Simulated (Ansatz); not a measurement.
Sb: reading a single point

```
Sb
1.0
    -3.22643    0.00000    2.16708
     0.00000   -8.43612    0.00000
     3.22643    0.00000    2.16708
Sb
4
Direct
  0.13500 0.89000 0.13500
  0.63500 0.61000 0.63500
  0.86500 0.11000 0.86500
  0.36500 0.39000 0.36500
```

Level: PBE, no spin polarisation; 420 eV; 9×4×9 Γ-centred mesh; fermi-dirac occupations (width 0.1 eV); Ansatz 0.2.0, fixed geometry.

Problem. Is there a gap?

Solution. It is a metal, with about 2.1 states/eV a cell as the mean within 0.25 eV of the Fermi level, mostly Sb p (88 %).

Problem. What do density and ELF say about some of the short contacts?

Solution. Sb–Sb at 2.19 Å: least valence density 0.92 e/Å³ and ELF 0.46 there. These are pseudo-fields; inside the PAW spheres they differ from the all-electron ones.

Problem. What does the stress say?

Solution. The pressure is 25.2 GPa (compression positive), so with the atoms held at these fractions the cell would first expand; the forces are large, so a full relaxation may end otherwise. The principal stresses 2.4, 21.1, 52.0 GPa differ, so its shape would change too.

Problem. Which atom feels the largest force, and which way?

Solution. The largest is on Sb1 (and as large on other atoms): 11.20 eV/Å, components (0.00, 9.39, 6.11). It makes 179° with the line to a nearest neighbour, Sb3 at 2.19 Å, pointing away from it.

Origin: a known structure type with other elements, at an estimated volume, so it need not be a known compound. Caveats: atoms or cell far from equilibrium.
